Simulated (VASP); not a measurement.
Set up this calculation in VASP 6.6.1, as the native input.

```yaml
Task: single point
Functional: LDA
Potentials_or_basis: VASP PAW LDA potentials, release 64 (Te)
Cutoff: 300 eV
k_mesh: 9 × 9 × 6
Occupations: gaussian, width 0.01 eV
Spin: non-collinear spin, zero start, spin-orbit coupling
Starting_moments: "[[0.0, 0.0, 0.0], [0.0, 0.0, 0.0], [0.0, 0.0, 0.0]] μB"
Further_INCAR_settings: ALGO = Normal; EDIFF = 1e-07; NBANDS = 31
```

The structure of Te lies in POSCAR:

```
Te
1.0
    4.4572000000      0.0000000000      0.0000000000
   -2.2286000000      3.8600484297      0.0000000000
    0.0000000000      0.0000000000      5.9290000000
Te
3
Direct
    0.2633000000      0.0000000000      0.3333333333
    0.0000000000      0.2633000000      0.6666666667
    0.7367000000      0.7367000000      0.0000000000
```

These files were run (other wordings do the same):

INCAR

```
SYSTEM = Te
  PREC = Accurate
  ENCUT = 300
  EDIFF = 1E-7
  ISMEAR = 0
  SIGMA = 0.01
  LREAL = .FALSE.
  LASPH = .TRUE.
  NELM = 80
  ALGO = Normal
  ISIF = 2
  LWAVE = .FALSE.
  LCHARG = .FALSE.
  MAGMOM = 0 0 0 0 0 0 0 0 0
  LORBIT = 11
  LSORBIT = .TRUE.
  GGA_COMPAT = .FALSE.
  GGA = CA
  NBANDS = 31
```

KPOINTS

```
regular mesh
0
G
  9 9 6
  0 0 0
```

Potentials or basis: VASP PAW LDA potentials, release 64 (Te).

The run is started by

```sh
$ cat potpaw_LDA.64/Te/POTCAR > POTCAR
$ mpirun -np 1 vasp_ncl > vasp.out
```

Results of the run:

```json
{"Pressure": "-1.0 GPa", "Largest force": "0.267 eV/Å", "Net moment": "0.00 μB per cell", "Valence electrons inside the program's atomic spheres": "Te 3.31"}
```

Wall time 2.7 min on 1 thread of Intel(R) Xeon(R) 6975P-C (Granite Rapids) (shared host), peak memory 0.35 GiB.
